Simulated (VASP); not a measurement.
Crystal: NiSb (Breithauptite).

```
Sb Ni
1.0
     3.92800    0.00000    0.00000
    -1.96400    3.40175    0.00000
     0.00000    0.00000    5.12000
Sb Ni
2 2
Cartesian
  1.9640 1.1339 3.8400
  0.0000 2.2678 1.2800
  0.0000 0.0000 2.5600
  0.0000 0.0000 0.0000
```

* Program: VASP 6.6.1
* Task: relaxation of cell and atoms
* Functional: PBEsol
* Dispersion: D3
* Potentials or basis: VASP PAW PBE potentials, release 64 (Sb, Ni_pv)
* Cutoff: 600 eV
* k mesh: 8 × 8 × 5
* Occupations: gaussian, width 0.05 eV
* Spin: collinear spin, random start
* Starting moments: [0.0, 0.0, -0.13, -0.41] μB

At the start: pressure -6.0 GPa; volume 17.10 Å³/atom.

How do energy, volume and symmetry change on relaxing?

Over 5 steps the energy falls by 16.2 meV/atom and the volume is 16.31 Å³/atom (-4.6 %); space group P6_3/mmc (No. 194, to 0.05 Å); moment 0.00 μB per cell.

Step by step:
```
step  energy change (eV)  largest force (eV/Å)  pressure (GPa)  volume (Å³)
   1              0.0000                0.0000           -6.04        68.41
   2              0.0049                0.0000            7.64        62.23
   3             -0.0634                0.0000            0.04        65.26
   4             -0.0644                0.0001           -0.03        65.26
   5             -0.0647                0.0000           -0.01        65.26
```

Final structure:
```
CELL_PARAMETERS angstrom
3.88097 0.00000 0.00000
-1.94048 3.36102 0.00000
0.00000 0.00000 5.00292
ATOMIC_POSITIONS crystal
Sb 0.66667 0.33333 0.75000
Sb 0.33333 0.66667 0.25000
Ni 0.00000 0.00000 0.50000
Ni 0.00000 0.00000 0.00000
```

Caveat: the PAW data sets were made with another functional, which shifts forces and pressure a little; pairwise dispersion overbinds metals, which lowers pressure and volume.
